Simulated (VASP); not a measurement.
# BeS, energy difference of two geometries: which settings are enough?

BeS, F-43m (no. 216), 2 atoms in the cell. PBE, energy difference of two geometries; PAW potentials S, Be (PBE set). VASP 6.6.1.

Wanted: energy difference within 0.5 meV/atom.

What the run is for: energy difference; Accuracy asked: standard; Second geometry: volume scaled by 0.96.

The series start from Plane-wave cutoff (eV): 340; k-point mesh: 8 × 8 × 8; Precision mode (PREC): Accurate; Electronic threshold (eV): 1e-6; Aspherical gradient terms in the spheres (LASPH): yes; Electronic algorithm: ALGO=Normal. Each series keeps the choices made before it, and each single choice may use up half of a tolerance. Times cover all steps of a run.

## Plane-wave cutoff (eV)

| Plane-wave cutoff (eV) | Energy difference (meV/atom) | Time (s) |
|---|---|---|
| 210 | 14.71 | 2.2 |
| 260 | 13.18 | 3.3 |
| 300 | 13.24 | 3.9 |
| 340 | 13.27 | 4.1 |
| 390 | 13.25 | 4.5 |
| 460 | 13.22 | 4.5 |
| 550 | 13.15 | 8.3 |
| 690 (reference) | 13.15 | 11 |

Chosen: 260, the loosest value from which every tighter one stays within half of the tolerance.

## k-point mesh

| k-point mesh | Energy difference (meV/atom) | Time (s) |
|---|---|---|
| 3 × 3 × 3 | 22.20 | 2.1 |
| 4 × 4 × 4 | 15.60 | 2.3 |
| 5 × 5 × 5 | 13.55 | 2.3 |
| 6 × 6 × 6 | 13.31 | 2.6 |
| 8 × 8 × 8 | 13.18 | 3.3 |
| 10 × 10 × 10 | 13.22 | 4.5 |
| 12 × 12 × 12 | 13.33 | 5.9 |
| 15 × 15 × 15 (reference) | 13.39 | 8.7 |

Chosen: 5 × 5 × 5.

## Precision mode (PREC)

| Precision mode (PREC) | Energy difference (meV/atom) | Time (s) |
|---|---|---|
| Low | 13.54 | 1.8 |
| SingleN | 13.51 | 1.8 |
| Normal | 13.66 | 2.0 |
| Accurate (reference) | 13.55 | 2.3 |

Chosen: Low.

## Electronic threshold (eV)

| Electronic threshold (eV) | Energy difference (meV/atom) | Time (s) |
|---|---|---|
| 0.001 | 13.60 | 1.5 |
| 0.0001 | 13.55 | 1.8 |
| 1e-5 | 13.54 | 1.8 |
| 1e-6 | 13.54 | 1.8 |
| 1e-7 | 13.54 | 1.9 |
| 1e-8 (reference) | 13.54 | 2.1 |

Chosen: 0.001.

## Aspherical gradient terms in the spheres (LASPH)

| Aspherical gradient terms in the spheres (LASPH) | Energy difference (meV/atom) | Time (s) |
|---|---|---|
| yes | 13.60 | 1.5 |
| no | 13.60 | 1.2 |

Chosen: yes; no other choice that stays within half of the tolerance saves 30 % of the time.

## Electronic algorithm

| Electronic algorithm | Energy difference (meV/atom) | Time (s) |
|---|---|---|
| ALGO=Normal | 13.60 | 1.5 |
| ALGO=Fast | 13.54 | 1.5 |
| ALGO=VeryFast | 13.53 | 1.6 |
| ALGO=All ISEARCH=1 | 13.54 | 1.9 |
| ALGO=All ISEARCH=0 | 13.54 | 2.0 |
| ALGO=Damped TIME=0.4 | 13.55 | 1.8 |
| ALGO=Damped TIME=0.1 | 13.31 | 1.9 |

Chosen: ALGO=Normal.

## All choices together

| Input | Energy difference (meV/atom) | Time (s) |
|---|---|---|
| the program's defaults (naive) | 13.53 | 1.2 |
| chosen settings | 13.60 | 1.5 |
| reference settings throughout | 13.14 | 39 |

The tolerance is met.

## The input

INCAR:
```
SYSTEM = BeS
GGA = PE
ISMEAR = 0
SIGMA = 0.03
LWAVE = .False.
LCHARG = .False.
ISIF = 2
PREC = Low
LASPH = .True.
LREAL = .False.
ALGO = Normal
EDIFF = 0.001
NELM = 120
GGA_COMPAT = .False.
ENCUT = 260
EFERMI = MIDGAP
```

KPOINTS:
```
Automatic mesh
0
Gamma
  5 5 5
  0 0 0
```

POSCAR.step1:
```
BeS
1.0
    0.0000000000      2.4250000000      2.4250000000
    2.4250000000      0.0000000000      2.4250000000
    2.4250000000      2.4250000000      0.0000000000
S Be
1 1
Direct
    0.7500000000      0.7500000000      0.7500000000
    0.0000000000      0.0000000000      0.0000000000
```

POSCAR.step2:
```
BeS
1.0
    0.0000000000      2.3922257121      2.3922257121
    2.3922257121      0.0000000000      2.3922257121
    2.3922257121      2.3922257121      0.0000000000
S Be
1 1
Direct
    0.7500000000      0.7500000000      0.7500000000
    0.0000000000      0.0000000000      0.0000000000
```

Commands (each step's output is kept before the next begins):
```
cat potpaw_PBE.64/S/POTCAR potpaw_PBE.64/Be/POTCAR > POTCAR
cp POSCAR.step1 POSCAR
mpirun -np 1 vasp_std > vasp.out
cp POSCAR.step2 POSCAR
mpirun -np 1 vasp_std > vasp.out
```

The naive input happens to agree within the tolerance here, in 1.2 s.

The chosen input took VASP 6.6.1 1.5 s on 1 core (Intel Xeon 6975P-C (Granite Rapids)), a shared host.

## An input that fails: too few electronic steps

The electronic loop stops at its limit of 4 steps.

Changes against the starting input:
```
- NELM = 120
+ NELM = 4
```
